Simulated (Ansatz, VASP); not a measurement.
**One calculation of CdSe, two programs**

```xyz
2
Lattice="0.0000 2.8357 2.8357 2.8357 0.0000 2.8357 2.8357 2.8357 0.0000" Properties=species:S:1:pos:R:3 pbc="T T T"
Cd    0.0000    0.0000    0.0000
Se    2.8357    2.8357    2.8357
```

Alike in both runs: functional BLYP; dispersion D3(BJ); k mesh 6 × 6 × 6; occupations fermi-dirac, width 0.05 eV; no spin polarisation.

Ansatz relaxed the structure, and its values are those at the end. VASP's run is a single point on that final structure, the one shown.

|  | VASP | Ansatz |
| --- | --- | --- |
| version | VASP 6.6.1 | Ansatz 0.2.0 |
| potentials or method | VASP PAW PBE potentials, release 64 (Cd, Se) | plane waves, PAW |
| plane-wave cutoff (eV) | 520 | 420 |
| valence electrons in the cell | 18 | 36 |

```tsv
	VASP	Ansatz	Ansatz less VASP
pressure (GPa)	0.6	0.0	-0.58
dispersion energy (meV/atom)	-918.5	-918.6	-0.09
```

The two sets of potentials don't hold the same shells in valence.

Caveats: the PAW data sets were made with another functional, which shifts forces and pressure a little (VASP); pairwise dispersion overbinds metals, which lowers pressure and volume.
